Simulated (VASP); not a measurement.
Write the native input for VASP 6.6.1 that does the following.

| Item | Value |
| --- | --- |
| Task | band structure |
| Functional | TPSS |
| Potentials or basis | VASP PAW PBE potentials, release 64 (B) |
| Cutoff | 520 eV |
| k mesh | 14 × 14 × 14 |
| Occupations | fermi-dirac, width 0.05 eV |
| Spin | no spin polarisation |
| Further INCAR settings | ALGO = Normal; EDIFF = 1e-06 |

The structure of B lies in POSCAR:

```
B
1.0
    1.8852400000      0.0000000000      0.0000000000
    0.0000000000      1.8852400000      0.0000000000
    0.0000000000      0.0000000000      1.8852400000
B
1
Direct
    0.5000000000      0.5000000000      0.5000000000
```

The cell was built by a generator and needn't be a form met in nature.

The input as run:

INCAR

```
  PREC = Accurate
  ENCUT = 520
  EDIFF = 1E-6
  ISMEAR = -1
  SIGMA = 0.05
  LREAL = False
  LASPH = True
  NELM = 100
  ALGO = Normal
  ISIF = 2
  LWAVE = False
  LCHARG = False
  METAGGA = TPSS
  LMIXTAU = True
```

KPOINTS

```
regular mesh
0
Gamma
  14 14 14
```

KPOINTS_OPT

```
path GXMGRX,MR
20
line-mode
reciprocal
 0.0000000000  0.0000000000  0.0000000000  G
 0.0000000000  0.5000000000  0.0000000000  X

 0.0000000000  0.5000000000  0.0000000000  X
 0.5000000000  0.5000000000  0.0000000000  M

 0.5000000000  0.5000000000  0.0000000000  M
 0.0000000000  0.0000000000  0.0000000000  G

 0.0000000000  0.0000000000  0.0000000000  G
 0.5000000000  0.5000000000  0.5000000000  R

 0.5000000000  0.5000000000  0.5000000000  R
 0.0000000000  0.5000000000  0.0000000000  X

 0.5000000000  0.5000000000  0.0000000000  M
 0.5000000000  0.5000000000  0.5000000000  R
```

Potentials or basis: VASP PAW PBE potentials, release 64 (B).

Run with:

```bash
$ cat potpaw_PBE.64/B/POTCAR > POTCAR
$ mpirun -np 1 vasp_std > vasp.out
```

It gave:

The pressure is -1.7 GPa and the band gap along the path is none (metal or under the smearing width).

Caveat: the PAW data sets were made with another functional, which shifts forces and pressure a little.

Wall time 7.3 s on 1 thread of Intel(R) Xeon(R) Platinum 8559C (Emerald Rapids), with other jobs on the host, peak memory 0.11 GiB.
